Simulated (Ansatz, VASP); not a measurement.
Two plane-wave programs on As

Contents of INCAR:

```
PREC = Accurate ; ENCUT = 520
EDIFF = 1E-6 ; ISMEAR = -1
SIGMA = 0.05 ; LREAL = F
LASPH = T ; NELM = 100
ALGO = Normal ; ISIF = 2
LWAVE = F ; LCHARG = F
GGA = PE ; NBANDS = 12
```

Contents of KPOINTS:

```
regular mesh
0
Gamma
  7 7 7
```

Contents of POSCAR:

```
As
1.0
    1.9560287746      1.1293137395      3.5140619945
   -1.9560287746      1.1293137395      3.5140619945
    0.0000000000     -2.2586274792      3.5140619945
As
2
Direct
    0.2260000000      0.2260000000      0.2260000000
    0.7740000000      0.7740000000      0.7740000000
```

File input.yaml:

```yaml
crystal:
  lattice:
    - [1.9560287746, 1.1293137395, 3.5140619945]
    - [-1.9560287746, 1.1293137395, 3.5140619945]
    - [0.0, -2.2586274792, 3.5140619945]
  atoms:
    - { symbol: As, position: [0.226, 0.226, 0.226] }
    - { symbol: As, position: [0.774, 0.774, 0.774] }
hamiltonian:
  xc: pbe
  pseudopotentials: { kind: paw }
kpoints:
  mp_grid: { grid: [7, 7, 7] }
scf:
  occupations: { method: fermi_dirac, width: 0.05 }
output:
  forces: true
  stress: true
  eigenvalues: true
```

Alike in both runs: task single point; functional PBE; k mesh 7 × 7 × 7; occupations fermi-dirac, width 0.05 eV; no spin polarisation.

```csv
,VASP,Ansatz
version,VASP 6.6.1,Ansatz 0.2.0
potentials or method,"VASP PAW PBE potentials, release 64 (As)",Ansatz PAW
plane-wave cutoff (eV),520,420
valence electrons in the cell,10,30
```

```tsv
	VASP	Ansatz	Ansatz less VASP
gap on the k mesh at the Fermi level (eV)	0.19	0.19	-0.007
least direct gap on the mesh (eV)	0.66	0.65	-0.006
pressure (GPa)	-2.4	-2.6	-0.19
largest component of the traceless stress (GPa)	1.73	1.80	+0.074
rms of the force components (eV/Å)	0.031	0.009	-0.0219
```

Atom by atom the forces differ by 0.022 eV/Å (rms over components). The two sets of potentials don't hold the same shells in valence.

Caveats: an odd mesh through Γ misses points on the zone boundary, where band edges often lie (VASP); odd divisions of the mesh miss points on the zone boundary, where band edges often lie, so the gap on the mesh can be too wide (Ansatz).
